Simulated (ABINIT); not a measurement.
BaTiO3:

```
Ba Ti O
1.0
     3.99980    0.00000    0.00000
     0.00000    3.99980    0.00000
     0.00000    0.00000    4.01800
Ba Ti O
1 1 3
Direct
  0.00000 0.00000 0.00000
  0.50000 0.50000 0.49000
  0.00000 0.50000 0.51700
  0.50000 0.00000 0.51700
  0.50000 0.50000 0.01900
```

Base run:

| Quantity | Value |
| --- | --- |
| Program | ABINIT 10.8.3 (patched build) |
| Functional | LDA |
| Potentials or basis | JTH PAW LDA v2.0 |
| Cutoff | 626 eV |
| k mesh | 7 × 7 × 7 |
| Occupations | fermi-dirac, width 0.05 eV |
| Spin | no spin polarisation |

Its results: band gap on the k mesh 1.80 eV, indirect (least direct gap 1.99 eV).

Question: The run is repeated on the same cell with these changes: functional from LDA to TB-mBJ; cutoff from 626 eV to 762 eV; fine-grid cutoff from 1224.51 eV to 1360.57 eV. What comes out?

Answer: Band gap on the k mesh 2.55 eV, indirect (least direct gap 2.72 eV).

Caveats: this set's barium file shifts pressures by 1.5 GPa and gaps by 0.1 eV against other sets; spin-orbit coupling is left out, which moves the levels of the heavy elements; the mesh misses the band edges, which the band path finds closer together; the atomic spheres overlap; the constant c of TB-mBJ comes from the pseudo density here, which moves gaps by up to 0.3 eV between sets of potentials (some runs).
